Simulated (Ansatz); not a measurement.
Crystal: Cu.

```xyz
2
Lattice="2.5341 0.0000 0.0000 -1.2670 2.1946 0.0000 0.0000 0.0000 4.1126" Properties=species:S:1:pos:R:3 pbc="T T T"
Cu    1.2670    0.7315    3.0844
Cu    0.0000    1.4631    1.0281
```

This isn't the form of Cu at room conditions, which is fcc.

| Item | Value |
| --- | --- |
| Program | Ansatz 0.2.0 |
| Task | relaxation of cell and atoms |
| Functional | HF |
| Potentials or basis | Ansatz PAW |
| Cutoff | 420 eV (not typed: the program's choice for these potentials) |
| k mesh | 6 × 6 × 4 |
| Occupations | fermi-dirac, width 0.05 eV |
| Spin | no spin polarisation |

At the start: volume 11.44 Å³/atom.

Q: Where does the relaxation end?

A: It ends after 10 steps and the volume is 15.87 Å³/atom (+38.8 %); space group P6_3/mmc (No. 194, to 0.05 Å).

The path:
```tsv
step	energy change (eV)	largest force (eV/Å)	volume (Å³)
1	0.0000	0.0000	22.87
2	-0.3147	0.0000	25.15
3	-0.5230	0.0000	28.51
4	-0.5693	0.0000	32.05
5	-0.5685	0.0000	32.26
6	-0.5683	0.0000	32.28
7	-0.6264	0.0000	32.28
8	-0.6324	0.0000	31.85
9	-0.6336	0.0000	31.73
10	-0.6283	0.0000	31.73
```

Final structure:
```
CELL_PARAMETERS angstrom
2.85966 0.00000 0.00000
-1.42983 2.47654 0.00000
0.00000 0.00000 4.48104
ATOMIC_POSITIONS crystal
Cu 0.66667 0.33333 0.75000
Cu 0.33333 0.66667 0.25000
```

Caveat: the k mesh is coarse (spacing up to 0.48 Å⁻¹), so the values aren't converged, least of all with exact exchange; the volume moved by over 15 % at a fixed basis, so the end points are rough; the plane-wave basis is chosen anew once the cell has moved, so the energies of steps on either side of that aren't comparable; the pressure holds a Pulay correction of +1.7 GPa for the finite cutoff; the PAW data sets come from PBE, with cores solved anew for the run's functional, which leaves a small shift of forces and pressure.
